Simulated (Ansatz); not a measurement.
Crystal: Bi.

```
Bi
1.0
    -1.98143    1.98143    1.98143
     1.98143   -1.98143    1.98143
     1.98143    1.98143   -1.98143
Bi
1
Direct
  0.00000 0.00000 0.00000
```

This isn't the form of Bi at room conditions, which is rhombohedral.

Base run:

```yaml
Program: Ansatz 0.2.0
Functional: PBEsol
Potentials_or_basis: all-electron LAPW, scalar-relativistic
Cutoff: 159 eV (chosen from the basis error)
Basis_error_allowed: 0.001 eV/atom
k_mesh: 9 × 9 × 9
Occupations: fermi-dirac, width 0.05 eV
Spin: no spin polarisation
```

Its results: pressure -2.0 GPa.

Question: The run is repeated on the same cell with these changes: functional from PBEsol to LDA. What comes out?

Answer: Pressure -3.3 GPa.

LDA binds more tightly than PBEsol, so the same cell stands under less pressure.
